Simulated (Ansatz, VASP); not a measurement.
**One calculation of TiC (Khamrabaevite), two programs**

```
CELL_PARAMETERS angstrom
0.00000 2.16400 2.16400
2.16400 0.00000 2.16400
2.16400 2.16400 0.00000
ATOMIC_POSITIONS crystal
Ti 0.00000 0.00000 0.00000
C 0.50000 0.50000 0.50000
```

Alike in both runs: functional PBE; k mesh 18 × 18 × 18; occupations fermi-dirac, width 0.05 eV; no spin polarisation.

Ansatz relaxed the structure, and its values are those at the end. VASP's run is a single point on that final structure, the one shown.

```csv
,VASP,Ansatz
version,VASP 6.6.1,Ansatz 0.2.0
potentials or method,"VASP PAW PBE potentials, release 64 (Ti_sv, C)","plane-wave PAW, scalar-relativistic"
plane-wave cutoff (eV),520,420
valence electrons in the cell,16,16
```

VASP gave:

| Property | Result |
| --- | --- |
| pressure (GPa) | 1.1 |

Problem. Estimate Ansatz's values.

Solution. Pressure (GPa): 0.9.

Ansatz warned: «stress_scf_threshold_loose».
